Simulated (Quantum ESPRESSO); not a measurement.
# InP/In(1-x)Ga(x)P (110) interfaces, on the lattice of InP: a series in the share x of Ga, part 4 of 9

Wanted: a table for InP/In(1-x)Ga(x)P (110) interfaces, on the lattice of InP against the share x of Ga, and what can be fitted to it.

Quantum ESPRESSO 7.5; plane-wave DFT, LDA, GBRV ultrasoft pseudopotentials.

So far. Step 2 (Relaxing cell and ions of the reference):  The last row is no step: it is a fresh SCF in the final cell with a new plane-wave basis, +5 meV from the row before. Step 5 (Variable-cell relaxation, 0.25):  The last row is no step: it is a fresh SCF in the final cell with a new plane-wave basis, +6 meV from the row before.

## Step 6: SCF with pw.x, 0.25

The input, m0.bulk.in:

```
&control
  prefix = 'm0.bulk'
  outdir = './out'
  pseudo_dir = './pseudo'
  calculation = 'scf'
  tprnfor = .true.
/
&system
  ibrav = 0
  nat = 8
  ntyp = 3
  ecutwfc = 40
  ecutrho = 200
  occupations = 'smearing'
  smearing = 'fd'
  degauss = 0.002
  nbnd = 43
/
&electrons
  conv_thr = 1e-09
  mixing_beta = 0.4
  electron_maxstep = 120
/
ATOMIC_SPECIES
  Ga  69.7230  ga_lda_v1.4.uspp.F.UPF
  P   30.9738  p_lda_v1.5.uspp.F.UPF
  In  114.8180  in_lda_v1.4.uspp.F.UPF
CELL_PARAMETERS angstrom
  5.81914342700000 0.00000000000000 0.00000000000000
  0.00000000000000 4.11539460300000 0.00000000000000
  0.00000000000000 0.00000000000000 8.00702835900000
ATOMIC_POSITIONS crystal
  Ga  -0.001913354700 0.000000000000 0.000000000000
  P   0.218253964500 0.500000000000 0.000000000000
  In  0.502175465400 0.500000000000 0.240543683500
  P   0.758620376000 0.000000000000 0.237586209300
  In  0.004439712800 0.000000000000 0.500000000000
  P   0.257627994500 0.500000000000 0.500000000000
  In  0.502175465400 0.500000000000 0.759456316500
  P   0.758620376000 0.000000000000 0.762413790700
K_POINTS automatic
  6 8 4 0 0 0
```

Launch:

```sh
$ OMP_NUM_THREADS=1 mpirun -n 4 pw.x -nk 4 -in m0.bulk.in > m0.bulk.out
```

Log:

```text
[banner, memory and clock lines left out]
Program PWSCF v.7.5 starts
[citation notice left out]

[...]
Message from routine setup:
[...]
bravais-lattice index     =            0
     lattice parameter (alat)  =      10.9966  a.u.
     unit-cell volume          =    1294.0126 (a.u.)^3
     number of atoms/cell      =            8
     number of atomic types    =            3
     number of electrons       =        78.00
     number of Kohn-Sham states=           43
     kinetic-energy cutoff     =      40.0000  Ry
     charge density cutoff     =     200.0000  Ry
     scf convergence threshold =      1.0E-09
     mixing beta               =       0.4000
     number of iterations used =            8  plain     mixing
     Exchange-correlation=  SLA  PZ   NOGX NOGC
                           (   1   1   0   0   0   0   0)

[...]
PseudoPot. # 1 for Ga read from file:
     ./pseudo/ga_lda_v1.4.uspp.F.UPF
     Pseudo is Ultrasoft + core correction, Zval = 19.0
     Generated by new atomic code, or converted to UPF format
     Using radial grid of  871 points,  6 beta functions with:
                l(1) =   0
                l(2) =   0
                l(3) =   1
                l(4) =   1
                l(5) =   2
                l(6) =   2
     Q(r) pseudized with  8 coefficients,  rinner =    1.250   1.250   1.250
                                                       1.250   1.250

     PseudoPot. # 2 for P  read from file:
     ./pseudo/p_lda_v1.5.uspp.F.UPF
     Pseudo is Ultrasoft + core correction, Zval =  5.0
     Generated by new atomic code, or converted to UPF format
     Using radial grid of  903 points,  6 beta functions with:
                l(1) =   0
                l(2) =   0
                l(3) =   1
                l(4) =   1
                l(5) =   2
                l(6) =   2
     Q(r) pseudized with  8 coefficients,  rinner =    1.300   1.300   1.300
                                                       1.300   1.300

     PseudoPot. # 3 for In read from file:
     ./pseudo/in_lda_v1.4.uspp.F.UPF
     Pseudo is Ultrasoft + core correction, Zval = 13.0
     Generated by new atomic code, or converted to UPF format
     Using radial grid of  889 points,  6 beta functions with:
                l(1) =   0
                l(2) =   0
                l(3) =   1
                l(4) =   1
                l(5) =   2
                l(6) =   2
     Q(r) pseudized with  6 coefficients,  rinner =    1.400   1.400   1.400
                                                       1.400   1.400

     atomic species   valence    mass     pseudopotential
     Ga               19.00    69.72300     Ga( 1.00)
     P                 5.00    30.97380     P ( 1.00)
     In               13.00   114.81800     In( 1.00)

      4 Sym. Ops. (no inversion) found

[...]
number of k points=    60  Fermi-Dirac smearing, width (Ry)=  0.0020
[...]
Dense  grid:    61851 G-vectors     FFT dimensions: (  50,  36,  72)

     Smooth grid:    44155 G-vectors     FFT dimensions: (  45,  32,  64)

     Initial potential from superposition of free atoms

     starting charge      72.4994, renormalised to      78.0000
     Starting wfcs are   55 randomized atomic wfcs

     per-process dynamical memory:   107.1 Mb

     Self-consistent Calculation

     iteration #  1     ecut=    40.00 Ry     beta= 0.40
     Davidson diagonalization with overlap
     ethr =  1.00E-02,  avg # of iterations =  4.0

     total energy              =    -798.59720544 Ry
     estimated scf accuracy    <     148.32248911 Ry

     iteration #  2     ecut=    40.00 Ry     beta= 0.40
[...]
total energy              =    -829.48585954 Ry
     estimated scf accuracy    <     451.21935648 Ry

     iteration #  3     ecut=    40.00 Ry     beta= 0.40
[...]
total energy              =    -866.72754361 Ry
     estimated scf accuracy    <      82.59134915 Ry

     iteration #  4     ecut=    40.00 Ry     beta= 0.40
[...]
total energy              =    -877.15138537 Ry
     estimated scf accuracy    <       3.48485835 Ry

     iteration #  5     ecut=    40.00 Ry     beta= 0.40
[...]
total energy              =    -876.80652048 Ry
     estimated scf accuracy    <       1.55516997 Ry

     iteration #  6     ecut=    40.00 Ry     beta= 0.40
[...]
total energy              =    -876.64054720 Ry
     estimated scf accuracy    <       0.50939457 Ry

[...]
iteration # 14     ecut=    40.00 Ry     beta= 0.40
[...]
total energy              =    -876.69201659 Ry
     estimated scf accuracy    <       0.00000034 Ry

     iteration # 15     ecut=    40.00 Ry     beta= 0.40
[...]
total energy              =    -876.69201672 Ry
     estimated scf accuracy    <       0.00000006 Ry

     iteration # 16     ecut=    40.00 Ry     beta= 0.40
[...]
total energy              =    -876.69201675 Ry
     estimated scf accuracy    <          7.5E-09 Ry

     iteration # 17     ecut=    40.00 Ry     beta= 0.40
[...]
End of self-consistent calculation

          k = 0.0000 0.0000 0.0000 (  5531 PWs)   bands (ev):

   -86.8675 -86.8594 -86.8562  -7.7916  -7.7819  -7.7250  -7.6825  -7.6644
    -7.4479  -7.3441  -7.3424  -7.2675  -7.2658  -7.2381  -7.2066  -7.1908
    -7.1842  -7.1664  -7.1344  -7.1261  -7.1242  -7.0990  -7.0927  -4.9169
    -3.1699  -3.1357  -2.3788   0.6724   1.7684   1.9982   3.7692   3.9100
     4.2775   4.6654   5.6260   5.8865   6.7644   6.8355   6.9991   7.4738
     8.3362   9.0130   9.4965

          k = 0.0000 0.0000 0.1817 (  5508 PWs)   bands (ev):

   -86.8675 -86.8593 -86.8561  -7.7907  -7.7816  -7.7250  -7.6820  -7.6644
    -7.4415  -7.3536  -7.3325  -7.2673  -7.2618  -7.2399  -7.2075  -7.2012
    -7.1831  -7.1640  -7.1365  -7.1243  -7.1199  -7.1032  -7.0971  -4.7926
    -3.8133  -2.5887  -2.3431   0.6556   1.3034   2.9097   3.3363   4.0896
     4.3678   4.7468   5.2370   5.7648   6.2424   6.5008   6.7926   8.2031
     8.5466   9.3317   9.6179

[...]
the Fermi energy is     7.2394 ev

!    total energy              =    -876.69201675 Ry
     estimated scf accuracy    <          5.0E-10 Ry
     smearing contrib. (-TS)   =      -0.00000008 Ry
     internal energy E=F+TS    =    -876.69201668 Ry

     The total energy is F=E-TS. E is the sum of the following terms:
     one-electron contribution =    -596.11636938 Ry
     hartree contribution      =     342.05959832 Ry
     xc contribution           =    -183.07538302 Ry
     ewald contribution        =    -439.55986259 Ry

     convergence has been achieved in  17 iterations

     Forces acting on atoms (cartesian axes, Ry/au):

     atom    1 type  1   force =    -0.00019538    0.00000000    0.00000000
     atom    2 type  2   force =     0.00186520    0.00000000    0.00000000
     atom    3 type  3   force =    -0.00014454    0.00000000   -0.00048393
     atom    4 type  2   force =    -0.00059727    0.00000000   -0.00054970
     atom    5 type  3   force =    -0.00014759    0.00000000    0.00000000
     atom    6 type  2   force =    -0.00003861    0.00000000    0.00000000
     atom    7 type  3   force =    -0.00014454    0.00000000    0.00048393
     atom    8 type  2   force =    -0.00059727    0.00000000    0.00054970

     Total force =     0.002317     Total SCF correction =     0.000071

[...]
```

The job ended after 2.5 min (4 MPI ranks of Arm Neoverse V1, shared host; peak memory 0.7 GiB).

Read from the output:

| Property | Result |
| --- | --- |
| free energy | -11928.0025 eV |
| Fermi energy | 7.239 eV |
| valence top, on the run's zero | 6.999 eV |
| conduction bottom, on the run's zero | 7.474 eV |
| gap by band count | 0.4747 eV |

## Step 7: Electrostatic potential, 0.25

The input, m0.bulk.pot.in:

```
&inputpp
  prefix = 'm0.bulk'
  outdir = './out'
  filplot = 'm0.bulk.pot.dat'
  plot_num = 11
/
```

Launch:

```sh
$ OMP_NUM_THREADS=1 mpirun -n 4 pp.x -in m0.bulk.pot.in > m0.bulk.pot.out
```

Log:

```text
[banner, memory and clock lines left out]
Program POST-PROC v.7.5 starts

          URL

     ./out/m0.bulk.save/

     IMPORTANT: XC functional enforced from input :
     Exchange-correlation= PZ
                           (   1   1   0   0   0   0   0)
     Any further DFT definition will be discarded
     Please, verify this is what you really want

     Calling punch_plot, plot_num =  11
     Writing data to file  m0.bulk.pot.dat
     Message from routine chdens:
     namelist plot not found or invalid, exiting
```

It took 1.1 s on 4 MPI ranks; peak memory 0.1 GiB.

Electrostatic potential energy of an electron; zero at the highest filled level of the SCF mesh. The potential energy, planar mean by z:

z (Å), potential energy, planar mean (eV) and a bar from the least value:
```
     0.00       -8.1 ######
     0.22       -7.0 #########
     0.56       -2.5 #####################
     0.78       -0.3 ############################
     1.11       -0.9 ##########################
     1.33       -3.6 ###################
     1.67       -8.5 ####
     1.89      -10.0 
     2.22       -7.7 #######
     2.45       -4.2 #################
     2.67       -1.2 #########################
     3.00        0.5 ##############################
     3.23       -0.9 ##########################
     3.56       -5.6 #############
     3.78       -8.8 ####
     4.11       -9.7 #
     4.34       -7.4 ########
     4.67       -2.2 ######################
     4.89        0.0 #############################
     5.23       -0.2 ############################
     5.45       -2.6 #####################
     5.67       -6.0 ############
     6.01       -9.8 #
     6.23       -9.6 #
     6.56       -5.3 ##############
     6.78       -2.0 #######################
     7.12        0.0 #############################
     7.34       -1.2 #########################
     7.67       -5.7 ############
     7.90       -7.8 ######
```

(Part 4 of 9 ends here.)

[Logs are printed without paths, hosts, clocks, repeated set-up lines and the standing remarks that a program may print on its own settings, such as how far it seeks lower states.]

[Hosts, paths, dates, database ids (printed as entryN), source tags and the programs' standing remarks are cut or masked in the printed files.]

[Maps of the electrostatic potential energy from Ansatz leave out the sawtooth potential of an applied field or a dipole correction, so their vacuum need not be flat; planar profiles and work functions include it.]
